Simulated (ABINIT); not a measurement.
Write the native input for ABINIT 10.8.3 (patched build) that does the following.

* Task: band structure
* Functional: PBE
* Potentials or basis: JTH PAW PBE v2.0
* Cutoff: 626 eV
* k mesh: 6 × 6 × 4
* Occupations: fermi-dirac, width 0.05 eV
* Spin: no spin polarisation
* Fine-grid cutoff: 1224.51 eV

SiO2:

```
CELL_PARAMETERS angstrom
4.97559 0.00000 0.00000
0.00000 4.97559 0.00000
0.00000 0.00000 6.90089
ATOMIC_POSITIONS crystal
Si 0.80325 0.80325 0.50000
Si 0.69675 0.30325 0.25000
Si 0.30325 0.69675 0.75000
Si 0.19675 0.19675 0.00000
O 0.76176 0.11039 0.43204
O 0.88961 0.23824 0.06796
O 0.11039 0.76176 0.56796
O 0.26176 0.38961 0.81796
O 0.23824 0.88961 0.93204
O 0.73824 0.61039 0.31796
O 0.38961 0.26176 0.18204
O 0.61039 0.73824 0.68204
```

The cell comes from a database or a generator and needn't be the stable form of this composition.

These files were run (other wordings do the same):

run.abi

```
# Datasets: ground state, then fixed potential
ndtset 2

# Pseudopotentials
pp_dirpath "./"
pseudos "Si.GGA_PBE-JTH.xml, O.GGA_PBE-JTH.xml"

# Structure
acell 3*1.0
rprim
     9.4025001785     0.0000000000     0.0000000000
     0.0000000000     9.4025001785     0.0000000000
     0.0000000000     0.0000000000    13.0407910579
ntypat 2
znucl 14 8
natom 12
typat 1 1 1 1 2 2 2 2 2 2 2 2
xcart
     3.9966246036     3.9966246036     3.4504447200
     3.4667586264     1.5088301936     1.7252223600
     1.5088301936     3.4667586264     5.1756670800
     0.9789642164     0.9789642164     0.0000000000
     3.7901927474     0.5492406714     2.9814710390
     4.4263481486     1.1853960726     0.4689736810
     0.5492406714     3.7901927474     3.9194184010
     1.3023983374     1.9385537386     5.6446407610
     1.1853960726     4.4263481486     6.4319157590
     3.6731904826     3.0370350814     2.1941960410
     1.9385537386     1.3023983374     1.2562486790
     3.0370350814     3.6731904826     4.7066933990 Angstrom

# Plane-wave basis
ecut 625.861884 eV
pawecutdg 45.0
pawxcdev 0
pawovlp 30

# Exchange and correlation
ixc 11

# Bands and occupations
occopt 3
tsmear 0.00183747

# SCF cycle
nstep 100

# Output
iomode 3
prtwf 0
prteig 0
prtebands 0
enunit 1
prtden1 1

# Dataset 1
kptopt1 1
ngkpt1 6 6 4
nshiftk1 1
shiftk1 0.0 0.0 0.0
nband1 40
tolvrs1 1.0e-9

# Dataset 2: bands along G-X-M-G-Z-R-A-Z
iscf2 -2
getden2 1
nband2 46
nbdbuf2 4
tolwfr2 1.0e-11
kptopt2 -7
ndivsm2 6
prteig2 1
kptbounds2
     0.0000000000     0.0000000000     0.0000000000
     0.0000000000     0.5000000000     0.0000000000
     0.5000000000     0.5000000000     0.0000000000
     0.0000000000     0.0000000000     0.0000000000
     0.0000000000     0.0000000000     0.5000000000
     0.0000000000     0.5000000000     0.5000000000
     0.5000000000     0.5000000000     0.5000000000
     0.0000000000     0.0000000000     0.5000000000
```

Potentials or basis: JTH PAW PBE v2.0.

Command:

```bash
$ abinit run.abi > log 2>&1
```

Results of the run:

```
Pressure                : 3.0 GPa
Largest force           : 0.145 eV/Å
Band gap on the k mesh  : 5.72 eV, direct
Band gap along the path : 5.72 eV, direct
```

Caveat: the atomic spheres overlap.

Run time: 22 min on 1 thread of Intel(R) Xeon(R) Platinum 8488C (Sapphire Rapids), on a shared host, peak memory 0.45 GiB.
